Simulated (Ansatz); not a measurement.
All numbers below come from DFT PBE, scalar-relativistic, plane waves, PAW in Ansatz 0.2.0. Settings: cutoff 420 eV, Γ-centred meshes spaced at most about 0.3 Å⁻¹ (2π included), Gaussian smearing. No spin polarisation in the final relaxations.

All energies are static (0 K, no zero-point motion).

Two relaxed structures of Mg5ZnO6:

A.

```
Mg Zn O
1.0
     3.01879    0.00000    0.00000
    -1.50940    2.61435    0.00000
     0.00000    0.00000   14.76733
Mg Zn O
5 1 6
Direct
  0.33333 0.66667 0.83230
  0.66667 0.33333 0.16770
  0.33333 0.66667 0.33390
  0.00000 0.00000 0.50000
  0.66667 0.33333 0.66610
  0.00000 0.00000 0.00000
  0.66667 0.33333 0.91339
  0.33333 0.66667 0.08661
  0.00000 0.00000 0.25086
  0.66667 0.33333 0.41695
  0.33333 0.66667 0.58305
  0.00000 0.00000 0.74914
```

B.

```
Mg Zn O
1.0
     3.01862    0.00000    0.00000
     0.00000    3.01862    0.00000
     0.00000    0.00000   12.79928
Mg Zn O
5 1 6
Direct
  0.00000 0.00000 0.66558
  0.50000 0.50000 0.50000
  0.00000 0.00000 0.33442
  0.50000 0.50000 0.16681
  0.50000 0.50000 0.83319
  0.00000 0.00000 0.00000
  0.00000 0.00000 0.50000
  0.50000 0.50000 0.33402
  0.00000 0.00000 0.16910
  0.50000 0.50000 0.00000
  0.00000 0.00000 0.83090
  0.50000 0.50000 0.66598
```

**Question.** Which placement of the atoms is lower in energy, and by how much?

**Answer.** They are level within the accuracy (1 meV/atom apart, with B the lower in these runs). The two share one framework of sites and differ in which element sits where. A has Mg and Zn ordered on rock salt sites, space group P-3m1 (No. 164), 9.7 Å³/atom and a gap of 3.30 eV on its mesh; B has Mg and Zn ordered on rock salt sites, space group P4/mmm (No. 123), 9.7 Å³/atom and a gap of 2.68 eV. Counting O atoms around Mg and Zn (those within 1.25 times the shortest such distance or 1.15 times the sum of covalent radii, 1.27 where that leaves under three), A and B both have Mg 6, Zn 6. Both come from invented guesses.

Kohn–Sham gaps at this level usually fall short of measured ones.
